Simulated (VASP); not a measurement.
ZnSe (Stilleite), 2 atoms in the cell. Symmetry: F-43m, No. 216, cubic system. Conventional cell: a = 5.668 Å, b = 5.668 Å, c = 5.668 Å, α = 90.00°, β = 90.00°, γ = 90.00°. Around Zn (site symmetry -43m) lie 4 Se at 2.45 Å. Se (site symmetry -43m) is surrounded by 4 Zn at 2.45 Å. 

* Program: VASP 6.6.1
* Task: relaxation of cell and atoms
* Functional: PBEsol
* Potentials or basis: VASP PAW PBE potentials, release 64 (Zn, Se)
* Cutoff: 600 eV
* k mesh: 8 × 8 × 8
* Occupations: gaussian, width 0.03 eV
* Spin: no spin polarisation
* Further INCAR settings: ALGO = Normal; EDIFF = 1e-06; IBRION = 2; EDIFFG = -0.01; NSW = 90; ISIF = 3

Potentials or basis: VASP PAW PBE potentials, release 64 (Zn, Se).

Command:

```bash
$ cat potpaw_PBE.64/Zn/POTCAR potpaw_PBE.64/Se/POTCAR > POTCAR
$ mpirun -np 4 vasp_std > vasp.out
```

Hardware: 4 MPI ranks on Intel(R) Xeon(R) 6975P-C (Granite Rapids) (shared host).

Q: Estimate the wall time of this run.

A: It took 7.7 s on 4 MPI ranks on Intel(R) Xeon(R) 6975P-C (Granite Rapids) (shared host), peak memory 0.19 GiB a rank. Counts: scf iterations 25, k points 29, ion steps 3.
